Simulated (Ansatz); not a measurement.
# Niobium, hcp: HSE06 at the PBE geometry

Aim: see what exact exchange does to the levels, and what it costs. Spin polarisation is left out. The geometry was relaxed under PBE beforehand and is kept. Exact exchange is dear, so the k-mesh is coarse, and PBE is run on the same mesh for comparison.

Program: Ansatz 0.2.0. Level of theory: DFT, plane waves (420 eV) with PBE-made PAW files, scalar-relativistic; functionals as named at each step. These are calculated values, not measurements.

## Step 1: Starting point

Symmetry: P6_3/mmc, No. 194, hexagonal system. Conventional cell: a = 2.870 Å, b = 2.870 Å, c = 5.242 Å, α = 90.00°, β = 90.00°, γ = 120.00°. Nb (site symmetry -6m2) is surrounded by 12 Nb at 2.87 to 3.10 Å.

Coordinates:

```
Nb
1.0
     2.87011    0.00000    0.00000
    -1.43505    2.48559    0.00000
     0.00000    0.00000    5.24184
Nb
2
Direct
  0.33333 0.66667 0.25000
  0.66667 0.33333 0.75000
```

## Step 2: PBE on the coarse mesh

The run with PBE.

The input, input.yaml:

```yaml
crystal:
  lattice:
    - [2.8701074226, 0.0, 0.0]
    - [-1.4350537113, 2.4855859395, 0.0]
    - [0.0, 0.0, 5.2418368294]
  atoms:
    - { symbol: Nb, position: [0.3333333333, 0.6666666667, 0.25] }
    - { symbol: Nb, position: [0.6666666667, 0.3333333333, 0.75] }
hamiltonian:
  xc: pbe
  pseudopotentials:
    kind: paw
    azcp:
      Nb: "pseudopotentials/Nb.paw.azcp"
basis:
  ecutwfc: 420
  fft_grid_basis: typed
kpoints:
  mp_grid: { grid: [7, 7, 3], shift: [0, 0, 0] }
magnetization:
  spin_polarized: false
scf:
  occupations: { method: fermi_dirac, width: 0.1 }
output:
  write_density: true
  write_potential: true
  elf: true
  volumetric_format: npy
```

Command:

```bash
> ansatz run input.yaml --threads 4 --pin off --max-ram 8192MiB --backend cpu --events-out ev --progress --plain --runs-dir out
```

## Step 3: HSE06 on the coarse mesh

The run with HSE06.

Changes to input.yaml since step 2:

```diff
@@ -9,3 +9,3 @@
 hamiltonian:
-  xc: pbe
+  xc: hse06
   pseudopotentials:
@@ -23,6 +23 @@
   occupations: { method: fermi_dirac, width: 0.1 }
-output:
-  write_density: true
-  write_potential: true
-  elf: true
-  volumetric_format: npy
```

(Steps that only read results are left out.)

Before running it: what results should come out? Wanted: PBE: gap; HSE06: gap.

The runs gave:

| quantity | value |
| --- | --- |
| PBE: gap | none (levels filled in part) |
| HSE06: gap | none (levels filled in part) |
| HSE06: SCF cycles, exchange loops | 17, 2 |
| HSE06: CPU time over that of PBE | 20 |

In words: Neither PBE nor HSE06 shows a clean gap on this mesh. HSE06 cost 20 times the CPU time of PBE. HSE06 needed 2 outer loops of the exchange operator. Absolute energies differ from functional to functional, by eV per atom at times, and say nothing by themselves.
